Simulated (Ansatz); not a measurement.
Ansatz input file:

```yaml
crystal:
  lattice:
    - [5.0747965705, 0.0, 0.0]
    - [-2.5373982853, 4.3949027491, 0.0]
    - [0.0, 0.0, 20.7176523779]
  atoms:
    - { symbol: K, position: [0.0, 0.0, 0.0] }
    - { symbol: I, position: [0.6666666667, 0.3333333333, 0.1] }
    - { symbol: K, position: [0.3333333333, 0.6666666667, 0.2] }
    - { symbol: I, position: [0.6666666667, 0.3333333333, 0.3] }
    - { symbol: K, position: [0.0, 0.0, 0.4] }
    - { symbol: I, position: [0.3333333333, 0.6666666667, 0.5] }
    - { symbol: K, position: [0.6666666667, 0.3333333333, 0.6] }
    - { symbol: I, position: [0.0, 0.0, 0.7] }
    - { symbol: K, position: [0.3333333333, 0.6666666667, 0.8] }
    - { symbol: I, position: [0.6666666667, 0.3333333333, 0.9] }
basis:
  ecutwfc: 420
kpoints:
  mp_grid: { grid: [6, 6, 2] }
hamiltonian:
  xc: pbe
scf:
  occupations: { method: gaussian, width: 0.02 }
output:
  forces: true
  stress: true
  eigenvalues: true
  populations: true
relax:
  adjacent_minimum: "off"
  f_tol: 0.01
  max_steps: 45
  cell: { stress_tol: 0.05 }
```

Launched with
```bash
ansatz run input.yaml --threads 1 --pin off --max-ram 2560MiB --backend cpu --events-out ev --progress --plain --runs-dir out
```

All numbers below come from DFT PBE, scalar-relativistic, plane waves, PAW in Ansatz.

Part of what the program printed, abridged:

```
Pseudopotentials: kind: paw
Pseudopotential: K, paw, valence charge 9, recommended cutoff 420 eV (normal)
Pseudopotential: I, paw, valence charge 17, recommended cutoff 420 eV (normal)
Functional definition: PBE
Crystal: 10 atoms, lattice volume = 462.071 Å³
Basis set: ecut = 420 eV, 9135 PW (Γ), exchange–correlation on 72×72×288 points (8 copies of the dense FFT grid, shifted against one another)
Bands: 78, of which v1, the nominal top of the filled ones, is band 65 counted from 1 (64 counted from 0)
Symmetry: 12 space group operations
Space group: P-3m1 (ITA 164), of the structure as read, at distance tolerance 7.7e-5 Å
k-points: 14 of 72
Initial density: superposition of atomic densities (neutral atoms: chi_scale 0, normalization atom), corrected by the library's trained network
Initial wavefunctions: pseudopotential atomic-orbital guess
Functional: x = pbe(κ = 0.804, μ = 0.21951497), c = pbe(β = 0.06672455)
SCF iter   1: F=—  HF=-45268.300301 eV  |F-HF|=—  |Δ(HF+E_count)|=         —  Δρ=4.22e-4  dr2=1.89e-3  ethr=1.77e-3  ⟨swp⟩=11.5  Hψ=5657  notcnv=0  defer=9
SCF iter   2: F=—  HF=-45268.298658 eV  |F-HF|=—  |Δ(HF+E_count)|=   1.64e-3  Δρ=2.73e-4  dr2=4.39e-4  ethr=1.46e-6  ⟨swp⟩=3.2  Hψ=2780  notcnv=0  defer=84
SCF iter   3: F=—  HF=-45268.298635 eV  |F-HF|=—  |Δ(HF+E_count)|=   2.32e-5  Δρ=1.24e-4  dr2=9.21e-5  ethr=3.38e-7  ⟨swp⟩=2.0  Hψ=1915  notcnv=0  defer=84
SCF iter   4: F=—  HF=-45268.298714 eV  |F-HF|=—  |Δ(HF+E_count)|=   7.93e-5  Δρ=3.09e-5  dr2=6.90e-6  ethr=7.09e-8  ⟨swp⟩=2.0  Hψ=1929  notcnv=0  defer=84
SCF iter   5: F=—  HF=-45268.298730 eV  |F-HF|=—  |Δ(HF+E_count)|=   1.60e-5  Δρ=1.02e-5  dr2=5.05e-7  ethr=5.31e-9  ⟨swp⟩=2.0  Hψ=1495  notcnv=0  defer=84
SCF iter   6: F=-45268.298731 eV  HF=-45268.298731 eV  |F-HF|=1.76e-8  |Δ(HF+E_count)|=   2.89e-7  Δρ=2.88e-6  dr2=4.81e-8  ethr=7.69e-11  ⟨swp⟩=18.3  Hψ=6680  notcnv=0
SCF 1 converged in 6 iterations: F = -45268.298731 eV  dr2 = 4.81e-8
relax step   1: F+E_penalty+E_count = -45268.29873052 eV  Δ(F+E_penalty+E_count) = +0.000e0 eV  max|allowed force component| = 1.567e-1 eV/Å  Δτ_max = 0.0000 Å  P = +0.144 GPa  Ω = 462.071 Å³  (6 SCF iters, dr2 threshold 1.00e-7 eV, accepted)
Crystal: 10 atoms, lattice volume = 463.414 Å³
Basis set: ecut = 420 eV, 9161 PW (Γ), exchange–correlation on 72×72×288 points (8 copies of the dense FFT grid, shifted against one another)
Initial density: handed on by an earlier stage of this run
Initial wavefunctions: those handed on with the density
SCF iter   1: F=—  HF=-45268.352036 eV  |F-HF|=—  |Δ(HF+E_count)|=         —  Δρ=3.06e-3  dr2=5.33e-2  ethr=3.81e-5  ⟨swp⟩=6.1  Hψ=6512  notcnv=0  defer=1
SCF iter   2: F=—  HF=-45268.335701 eV  |F-HF|=—  |Δ(HF+E_count)|=   1.63e-2  Δρ=1.27e-3  dr2=4.04e-3  ethr=3.81e-5  ⟨swp⟩=6.0  Hψ=2319  notcnv=0  defer=5
SCF iter   3: F=—  HF=-45268.334947 eV  |F-HF|=—  |Δ(HF+E_count)|=   7.54e-4  Δρ=4.19e-4  dr2=3.50e-4  ethr=3.10e-6  ⟨swp⟩=3.6  Hψ=1588  notcnv=0  defer=1
SCF iter   4: F=—  HF=-45268.334990 eV  |F-HF|=—  |Δ(HF+E_count)|=   4.21e-5  Δρ=7.55e-5  dr2=3.74e-5  ethr=2.69e-7  ⟨swp⟩=2.1  Hψ=1390  notcnv=0
SCF iter   5: F=—  HF=-45268.334998 eV  |F-HF|=—  |Δ(HF+E_count)|=   8.50e-6  Δρ=1.83e-5  dr2=1.43e-6  ethr=2.87e-8  ⟨swp⟩=2.1  Hψ=1894  notcnv=0
SCF iter   6: F=-45268.335001 eV  HF=-45268.335001 eV  |F-HF|=1.08e-7  |Δ(HF+E_count)|=   2.72e-6  Δρ=4.32e-6  dr2=1.77e-7  ethr=7.69e-10  ⟨swp⟩=15.9  Hψ=6458  notcnv=0
SCF 2 converged in 6 iterations: F = -45268.335001 eV  dr2 = 1.77e-7
relax step   2: F+E_penalty+E_count = -45268.33500090 eV  Δ(F+E_penalty+E_count) = -3.627e-2 eV  max|allowed force component| = 6.211e-2 eV/Å  Δτ_max = 0.0763 Å  P = +0.080 GPa  Ω = 463.414 Å³  energy of the carried Pulay correction = -6.023e-5 eV  (6 SCF iters, dr2 threshold 1.00e-6 eV, accepted)
Crystal: 10 atoms, lattice volume = 465.042 Å³
SCF iter   1: F=—  HF=-45268.351290 eV  |F-HF|=—  |Δ(HF+E_count)|=         —  Δρ=1.67e-3  dr2=1.61e-2  ethr=1.14e-5  ⟨swp⟩=5.6  Hψ=6128  notcnv=0  defer=1
SCF iter   2: F=—  HF=-45268.346707 eV  |F-HF|=—  |Δ(HF+E_count)|=   4.58e-3  Δρ=7.20e-4  dr2=1.22e-3  ethr=1.14e-5  ⟨swp⟩=4.9  Hψ=2937  notcnv=0
SCF iter   3: F=—  HF=-45268.346578 eV  |F-HF|=—  |Δ(HF+E_count)|=   1.29e-4  Δρ=2.48e-4  dr2=1.35e-4  ethr=9.41e-7  ⟨swp⟩=2.0  Hψ=1307  notcnv=0
SCF iter   4: F=—  HF=-45268.346657 eV  |F-HF|=—  |Δ(HF+E_count)|=   7.96e-5  Δρ=3.98e-5  dr2=1.46e-5  ethr=1.04e-7  ⟨swp⟩=2.1  Hψ=1381  notcnv=0
SCF iter   5: F=—  HF=-45268.346665 eV  |F-HF|=—  |Δ(HF+E_count)|=   7.16e-6  Δρ=1.31e-5  dr2=9.93e-7  ethr=1.12e-8  ⟨swp⟩=2.0  Hψ=1550  notcnv=0
SCF iter   6: F=-45268.346666 eV  HF=-45268.346666 eV  |F-HF|=4.83e-8  |Δ(HF+E_count)|=   1.61e-6  Δρ=2.91e-6  dr2=8.11e-8  ethr=1.96e-10  ⟨swp⟩=14.5  Hψ=6394  notcnv=0
SCF 3 converged in 6 iterations: F = -45268.346666 eV  dr2 = 8.11e-8
relax step   3: F+E_penalty+E_count = -45268.34666632 eV  Δ(F+E_penalty+E_count) = -1.167e-2 eV  max|allowed force component| = 2.946e-3 eV/Å  Δτ_max = 0.0428 Å  P = +0.022 GPa  Ω = 465.042 Å³  energy of the carried Pulay correction = -1.331e-4 eV  (6 SCF iters, dr2 threshold 2.55e-7 eV, accepted)
Crystal: 10 atoms, lattice volume = 465.745 Å³
SCF iter   1: F=—  HF=-45268.347419 eV  |F-HF|=—  |Δ(HF+E_count)|=         —  Δρ=3.42e-4  dr2=5.77e-4  ethr=6.28e-7  ⟨swp⟩=4.3  Hψ=5678  notcnv=0
SCF iter   2: F=—  HF=-45268.347269 eV  |F-HF|=—  |Δ(HF+E_count)|=   1.50e-4  Δρ=1.46e-4  dr2=6.55e-5  ethr=4.44e-7  ⟨swp⟩=2.1  Hψ=1576  notcnv=0
SCF iter   3: F=—  HF=-45268.347289 eV  |F-HF|=—  |Δ(HF+E_count)|=   2.01e-5  Δρ=4.24e-5  dr2=6.35e-6  ethr=5.04e-8  ⟨swp⟩=2.1  Hψ=1471  notcnv=0
SCF iter   4: F=—  HF=-45268.347301 eV  |F-HF|=—  |Δ(HF+E_count)|=   1.14e-5  Δρ=1.02e-5  dr2=9.41e-7  ethr=4.88e-9  ⟨swp⟩=2.0  Hψ=1930  notcnv=0
SCF iter   5: F=—  HF=-45268.347301 eV  |F-HF|=—  |Δ(HF+E_count)|=   5.67e-7  Δρ=3.20e-6  dr2=7.92e-8  ethr=7.24e-10  ⟨swp⟩=2.0  Hψ=1932  notcnv=0
SCF iter   6: F=-45268.347301 eV  HF=-45268.347301 eV  |F-HF|=1.14e-9  |Δ(HF+E_count)|=   1.27e-7  Δρ=9.67e-7  dr2=4.02e-9  ethr=1.05e-11  ⟨swp⟩=13.5  Hψ=6077  notcnv=0
SCF 4 converged in 6 iterations: F = -45268.347301 eV  dr2 = 4.02e-9
relax step   4: F+E_penalty+E_count = -45268.34730131 eV  Δ(F+E_penalty+E_count) = -6.350e-4 eV  max|allowed force component| = 1.838e-3 eV/Å  Δτ_max = 0.0071 Å  P =  0.000 GPa  Ω = 465.745 Å³  energy of the carried Pulay correction = -1.644e-4 eV  (6 SCF iters, dr2 threshold 1.37e-8 eV, accepted)
Initial wavefunctions: pseudopotential atomic-orbital guess (no wavefunctions were taken with the density)
SCF iter   1: F=—  HF=-45268.310502 eV  |F-HF|=—  |Δ(HF+E_count)|=         —  Δρ=3.50e-4  dr2=2.30e-5  ethr=6.20e-7  ⟨swp⟩=6.0  Hψ=8155  notcnv=0  defer=3
SCF iter   2: F=—  HF=-45268.337150 eV  |F-HF|=—  |Δ(HF+E_count)|=   2.66e-2  Δρ=1.76e-4  dr2=4.04e-6  ethr=1.77e-8  ⟨swp⟩=3.0  Hψ=1870  notcnv=0  defer=4
SCF iter   3: F=—  HF=-45268.345333 eV  |F-HF|=—  |Δ(HF+E_count)|=   8.18e-3  Δρ=7.86e-5  dr2=1.67e-6  ethr=3.10e-9  ⟨swp⟩=2.3  Hψ=1735  notcnv=0  defer=4
SCF iter   4: F=—  HF=-45268.347415 eV  |F-HF|=—  |Δ(HF+E_count)|=   2.08e-3  Δρ=5.92e-6  dr2=6.18e-8  ethr=1.28e-9  ⟨swp⟩=2.0  Hψ=1650  notcnv=0  defer=4
SCF iter   5: F=—  HF=-45268.347424 eV  |F-HF|=—  |Δ(HF+E_count)|=   9.26e-6  Δρ=1.21e-6  dr2=7.98e-9  ethr=4.76e-11  ⟨swp⟩=2.0  Hψ=1928  notcnv=0  defer=4
SCF iter   6: F=—  HF=-45268.347424 eV  |F-HF|=—  |Δ(HF+E_count)|=   9.93e-8  Δρ=4.93e-7  dr2=1.75e-9  ethr=6.14e-12  ⟨swp⟩=2.0  Hψ=1928  notcnv=0  defer=4
SCF iter   7: F=—  HF=-45268.347424 eV  |F-HF|=—  |Δ(HF+E_count)|=   3.60e-9  Δρ=1.82e-7  dr2=3.67e-10  ethr=1.35e-12  ⟨swp⟩=2.0  Hψ=1928  notcnv=0  defer=4
SCF iter   8: F=-45268.347424 eV  HF=-45268.347424 eV  |F-HF|=6.55e-11  |Δ(HF+E_count)|=  3.93e-10  Δρ=5.66e-8  dr2=3.75e-11  ethr=1.00e-12  ⟨swp⟩=11.8  Hψ=4951  notcnv=0
SCF 5 converged in 8 iterations: F = -45268.347424 eV  dr2 = 3.75e-11
SCF converged after 8 iterations
Free energy (F): -45268.347424 eV
Harris-Foulkes:  -45268.347424 eV  (|F-HF|=6.55e-11)
Internal energy: -45268.347424 eV  (E = F + TS)
E sigma→0 (E₀):  -45268.347424 eV
Fermi energy:    3.817329 eV
--- Per-component energies (eV) ---
  E_band       = -2658.468958
  E_kinetic    = 2212.998662
  E_local      = -14554.235737  (includes V_loc(G=0)·N_el)
  E_nonlocal   = -387.413312
  E_hartree    = 6886.376523
  E_xc         = -1316.349579
  E_vxc        = -1467.536211  (∫ρ·V_xc dr)
  E_paw        = -27994.886742  (= ΣΔE_a)
  E_vpaw       = -2235.035953  (= ΣTr[D̂ρ^β])
  E_aug_tail   = -0.000066  (compensation charges beyond the density's cutoff)
  E_ewald      = -10114.837174
  E_smearing   =  0.000000  (= −TS)
--- Forces (eV/Å), atoms counted from 1 ---
  atom   1  K      0.00000000     0.00000000     0.00009516
  atom   2  I      0.00000000     0.00000000     0.00000000
  atom   3  K      0.00000000     0.00000000    -0.00009516
  atom   4  I      0.00000000     0.00000000    -0.00176470
  atom   5  K      0.00000000     0.00000000    -0.00070116
  atom   6  I      0.00000000     0.00000000    -0.00045998
  atom   7  K      0.00000000     0.00000000     0.00000000
  atom   8  I      0.00000000     0.00000000     0.00045998
  atom   9  K      0.00000000     0.00000000     0.00070116
  atom  10  I      0.00000000     0.00000000     0.00176470
--- Stress (GPa, compression-positive) ---
       -0.002695       0.000000       0.000000
        0.000000      -0.002695       0.000000
        0.000000       0.000000       0.003598
  P = ⅓ Tr σ = -0.0006 GPa (-0.006 kbar)
--- Band table (eV; the first three rows and the last of 14) ---
  k-point 0: bands = ["-40.8218", "-40.8218", "-40.8185", "-40.8185", "-40.8159", "-40.8123", "-40.8123", "-40.8123", "-40.8123", "-40.8101", "-40.8101", "-40.8101", "-40.8101", "-40.8093", "-40.8093", "-40.8041", "-40.8041", "-40.8041", "-40.8041", "-40.8028", "-40.8028", "-40.8001", "-40.8001", "-40.8001", "-40.8001", "-26.8890", "-26.8886", "-26.6577", "-26.6577", "-26.6527", "-10.4225", "-10.3815", "-10.3736", "-10.3736", "-10.3732", "-10.3732", "-10.2381", "-10.1993", "-10.1547", "-10.1435", "-10.1435", "-10.1434", "-10.1434", "-10.1390", "-10.1390", "-8.5552", "-8.4719", "-8.4694", "-8.3427", "-8.3370", "0.6189", "0.7480", "1.3508", "1.3992", "1.6681", "1.6681", "1.7035", "1.7035", "1. ...
  k-point 1: bands = ["-40.8218", "-40.8218", "-40.8185", "-40.8185", "-40.8159", "-40.8123", "-40.8123", "-40.8123", "-40.8123", "-40.8101", "-40.8101", "-40.8101", "-40.8101", "-40.8093", "-40.8093", "-40.8041", "-40.8041", "-40.8041", "-40.8041", "-40.8028", "-40.8028", "-40.8001", "-40.8001", "-40.8001", "-40.8001", "-26.8890", "-26.8886", "-26.6577", "-26.6577", "-26.6527", "-10.4226", "-10.3813", "-10.3736", "-10.3736", "-10.3732", "-10.3732", "-10.2387", "-10.1983", "-10.1551", "-10.1435", "-10.1435", "-10.1434", "-10.1434", "-10.1390", "-10.1390", "-8.5391", "-8.5231", "-8.3985", "-8.3979", "-8.3176", "0.5681", "0.9588", "0.9968", "1.6599", "1.6599", "1.7038", "1.7373", "1.7373", "1. ...
  k-point 2: bands = ["-40.8218", "-40.8218", "-40.8185", "-40.8185", "-40.8159", "-40.8123", "-40.8123", "-40.8123", "-40.8122", "-40.8101", "-40.8101", "-40.8101", "-40.8101", "-40.8093", "-40.8093", "-40.8041", "-40.8041", "-40.8041", "-40.8041", "-40.8028", "-40.8028", "-40.8001", "-40.8001", "-40.8001", "-40.8001", "-26.8887", "-26.8883", "-26.6574", "-26.6574", "-26.6524", "-10.4120", "-10.3909", "-10.3884", "-10.3763", "-10.3743", "-10.3711", "-10.2234", "-10.1957", "-10.1666", "-10.1621", "-10.1486", "-10.1464", "-10.1455", "-10.1443", "-10.1402", "-8.5096", "-8.4470", "-8.4390", "-8.3496", "-8.3445", "0.6926", "0.8508", "1.2558", "1.3055", "1.4564", "1.4997", "1.6249", "1.6406", "1. ...
  k-point 13: bands = ["-40.8218", "-40.8218", "-40.8185", "-40.8185", "-40.8159", "-40.8122", "-40.8122", "-40.8122", "-40.8122", "-40.8101", "-40.8101", "-40.8101", "-40.8101", "-40.8093", "-40.8093", "-40.8042", "-40.8041", "-40.8041", "-40.8041", "-40.8028", "-40.8028", "-40.8001", "-40.8001", "-40.8001", "-40.8001", "-26.8875", "-26.8875", "-26.6563", "-26.6563", "-26.6513", "-10.4392", "-10.4109", "-10.3938", "-10.3938", "-10.3623", "-10.3623", "-10.2077", "-10.2077", "-10.1876", "-10.1856", "-10.1644", "-10.1644", "-10.1505", "-10.1505", "-10.1454", "-8.3833", "-8.3619", "-8.3510", "-8.3510", "-8.3509", "0.9575", "1.0175", "1.0175", "1.0599", "1.0599", "1.0940", "1.2186", "1.2186", "1 ...
--- Relaxed structure (4 steps of the walk, 4 accepted, 1 SCFs on fresh bases) ---
  F+E_penalty+E_count = -45268.34742404 eV   max|allowed force component| = 1.765e-3 eV/Å   (the final SCF, on the basis selected at the relaxed cell)
  cell:  # Å, volume = 465.7454 Å³
    - [5.01336252, 0.0, 0.0]
    - [-2.50668126, 4.34169930, 0.0]
    - [0.0, 0.0, 21.39733869]
  atoms:
    - { symbol: K, position: [0.0, 0.0, -0.00284233] }
    - { symbol: I, position: [0.66666666, 0.33333333, 0.09999999] }
    - { symbol: K, position: [0.33333333, 0.66666666, 0.20284233] }
    - { symbol: I, position: [0.66666666, 0.33333333, 0.30540602] }
    - { symbol: K, position: [0.0, 0.0, 0.40380773] }
    - { symbol: I, position: [0.33333333, 0.66666666, 0.50191003] }
    - { symbol: K, position: [0.66666666, 0.33333333, 0.6] }
    - { symbol: I, position: [0.0, 0.0, 0.69808996] }
    - { symbol: K, position: [0.33333333, 0.66666666, 0.79619226] }
    - { symbol: I, position: [0.66666666, 0.33333333, 0.89459397] }
--- Löwdin populations: 10 sites ---
  site symbol q [e]
     0      K      8.2922
     1      I     17.6564
     2      K      8.2922
     3      I     17.6537
     4      K      8.3011
     5      I     17.6512
     6      K      8.3008
     7      I     17.6512
     8      K      8.3011
     9      I     17.6537
  spilling = 0.001895 (of n_electrons = 130.000000)
```

The relaxation met its thresholds.

Time: 3.2 min on 1 thread of Arm Neoverse V2, with other jobs on the host, peak memory 0.81 GiB.